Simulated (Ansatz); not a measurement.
Cu Kα1 powder pattern (kinematic, no thermal factors).
```
2θ (°)  relative intensity
 33.87                   8
 35.06                  43
 35.84                  36
 38.47                 100
 43.63                  23
 50.14                   5
 57.70                  10
 60.59                  23
 66.16                  19
 71.97                   5
 72.44                  26
 74.10                  14
 75.50                   4
 75.97                   4
 77.59                   4
 82.42                   1
 88.54                   3
```

The pattern is computed from a structure relaxed with DFT PBE, scalar-relativistic, plane waves, PAW (Ansatz 0.2.0). No spin polarisation. Its elements are Li.

Task: Give the structure.

Result: Li.
Space group P6_3/mmc (No. 194). a = 3.054 Å, b = 3.054 Å, c = 10.013 Å, α = 90.00°, β = 90.00°, γ = 120.00°
```tsv
atom	site	symmetry	x	y	z
Li	2a	-3m.	0.0000	0.0000	0.5000
Li	2d	-6m2	0.6667	0.3333	0.2500
```

A pattern alone doesn't exclude other cells with like lines; this is the one computed.

The cell was reached from a generator's guess, though it ends in a space group that the Crystallography Open Database lists for this formula.
